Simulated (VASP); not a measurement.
B:

```
CELL_PARAMETERS angstrom
0.00000 1.99808 1.99808
1.99808 0.00000 1.99808
1.99808 1.99808 0.00000
ATOMIC_POSITIONS crystal
B 0.50000 0.50000 0.50000
B 0.75000 0.75000 0.75000
```

The cell was built by a generator and needn't be a form met in nature.

* Program: VASP 6.6.1
* Task: relaxation of cell and atoms
* Functional: r2SCAN
* Potentials or basis: VASP PAW PBE potentials, release 64 (B)
* Cutoff: 600 eV
* k mesh: 8 × 8 × 8
* Occupations: gaussian, width 0.1 eV
* Spin: no spin polarisation

At the start: pressure 8.3 GPa; volume 7.98 Å³/atom.

Task: Where does the relaxation end?

Result: Over 3 steps the energy falls by 8.7 meV/atom and the volume is 8.32 Å³/atom (+4.3 %); space group Fd-3m (No. 227, to 0.05 Å).

The path:
```
step  energy change (eV)  largest force (eV/Å)  pressure (GPa)  volume (Å³)
   1              0.0000                0.0000            8.35        15.95
   2             -0.0148                0.0000           -3.00        16.93
   3             -0.0175                0.0000            0.06        16.65
```

Final structure:
```xyz
2
Lattice="0.0000 2.0266 2.0266 2.0266 0.0000 2.0266 2.0266 2.0266 0.0000" Properties=species:S:1:pos:R:3 pbc="T T T"
B     2.0266    2.0266    2.0266
B     3.0399    3.0399    3.0399
```

Caveat: the PAW data sets were made with another functional, which shifts forces and pressure a little.
